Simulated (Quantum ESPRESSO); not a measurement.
The system is ZrC.

```
Zr C
1.0
     0.00000    2.36500    2.36500
     2.36500    0.00000    2.36500
     2.36500    2.36500    0.00000
Zr C
1 1
Direct
  0.50000 0.50000 0.50000
  0.00000 0.00000 0.00000
```

Base run:

* Program: Quantum ESPRESSO 7.5
* Functional: PBEsol
* Potentials or basis: GBRV 1.5 PBEsol
* Cutoff: 612 eV
* Density cutoff: 4898 eV
* k mesh: 10 × 10 × 10
* Occupations: fermi-dirac, width 0.05 eV
* Spin: no spin polarisation
* Hubbard terms: Zr d U = 6 eV

Its results: band gap on the k mesh none (metal or under the smearing width); pressure 1.4 GPa.

Q: After a change of settings the same cell gave: band gap on the k mesh none (metal or under the smearing width); pressure -4.1 GPa. Which change was it?
A. hubbard terms from Zr d U = 6 eV to Zr d U = 2 eV
B. hubbard terms from Zr d U = 6 eV to none
C. hubbard terms from Zr d U = 6 eV to Zr d U = 3 eV

A: C.

Caveats: U without spin polarisation on a metal has little footing; the U is typed as a test and isn't derived for this compound.
